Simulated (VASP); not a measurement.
## A VASP 6.6.1 single-point calculation on TePb

INCAR

```
LREAL = .FALSE.
IBRION = -1
SIGMA = 0.02
LWAVE = .FALSE.
NBANDS = 17
ISMEAR = -1
GGA = PE
NELMDL = -12
NELM = 59
EDIFF = 1E-7
NSW = 0
ENCUT = 520
ISIF = 2
LCHARG = .FALSE.
LASPH = .TRUE.
PREC = Accurate
```

KPOINTS

```
KPOINTS created by Atomic Simulation Environment
0
Gamma
8 8 8
0 0 0
```

POSCAR

```
Pb Te
 1.0000000000000000
     0.0000000000000000    3.3658719543000002    3.2554148252999999
     3.3658719543000002    0.0000000000000000    3.2554148252999999
     3.3658719543000002    3.3658719543000002    0.0000000000000000
 Pb  Te
   1   1
Cartesian
  0.0000000000000000  0.0000000000000000  0.0000000000000000
  3.3658719542999997  3.3658719542999997  3.2554148252999999
```

The recommended PBE PAW datasets give the neutral cell 20 valence electrons.

Command

```
mpirun -np 1 vasp_std
```

Problem. Predict the outcome of this run.

Solution. It converged. Results: gap between bands v and c on the k mesh 0.85 eV; least direct gap on the k mesh 0.85 eV; pressure -1.3 GPa. Band v is the last that the valence electrons fill when counted band by band, and c is the next.

OSZICAR

```
N       E                     dE             d eps       ncg     rms          rms(c)
DAV:   1     0.150017050983E+03    0.15002E+03   -0.90492E+03  2006   0.111E+03
DAV:   2     0.291306677339E+01   -0.14710E+03   -0.14258E+03  2108   0.287E+02
DAV:   3    -0.737391171555E+01   -0.10287E+02   -0.10232E+02  2577   0.829E+01
DAV:   4    -0.765383100250E+01   -0.27992E+00   -0.27980E+00  2648   0.156E+01
DAV:   5    -0.766358189993E+01   -0.97509E-02   -0.97506E-02  2896   0.253E+00
DAV:   6    -0.766393759659E+01   -0.35570E-03   -0.35569E-03  2778   0.416E-01
DAV:   7    -0.766394061485E+01   -0.30183E-05   -0.30184E-05  2890   0.421E-02
DAV:   8    -0.766394066905E+01   -0.54191E-07   -0.54134E-07  2565   0.546E-03
DAV:   9    -0.766394066985E+01   -0.80354E-09   -0.82754E-09  2096   0.811E-04
DAV:  10    -0.766394067007E+01   -0.21805E-09   -0.24630E-09  1690   0.471E-04
DAV:  11    -0.766394067016E+01   -0.97543E-10   -0.11407E-09  1533   0.321E-04
DAV:  12    -0.766394067025E+01   -0.89358E-10   -0.58535E-10  1305   0.230E-04    0.284E+00
DAV:  13    -0.749724465600E+01    0.16670E+00   -0.38418E-01  2807   0.393E+00    0.166E+00
DAV:  14    -0.749288854433E+01    0.43561E-02   -0.95338E-02  2242   0.139E+00    0.874E-01
DAV:  15    -0.749566909189E+01   -0.27805E-02   -0.12413E-02  2276   0.112E+00    0.188E-01
DAV:  16    -0.749523862473E+01    0.43047E-03   -0.20304E-03  2817   0.441E-01    0.607E-02
DAV:  17    -0.749530691317E+01   -0.68288E-04   -0.16364E-04  2333   0.693E-02    0.264E-02
DAV:  18    -0.749531193341E+01   -0.50202E-05   -0.37365E-05  2600   0.474E-02    0.629E-03
DAV:  19    -0.749531225947E+01   -0.32607E-06   -0.32972E-06  2620   0.150E-02    0.665E-03
DAV:  20    -0.749531191244E+01    0.34703E-06   -0.53893E-07  2261   0.516E-03    0.241E-03
DAV:  21    -0.749531199631E+01   -0.83866E-07   -0.21282E-07  1880   0.336E-03
   1 F= -.74953120E+01 E0= -.74953120E+01  d E =-.127093E-10
```

For comparison, a separate PBE run of the intended cell, on usual settings and not on those above, gives a gap of 0.85 eV on its mesh and a pressure of -1.3 GPa.
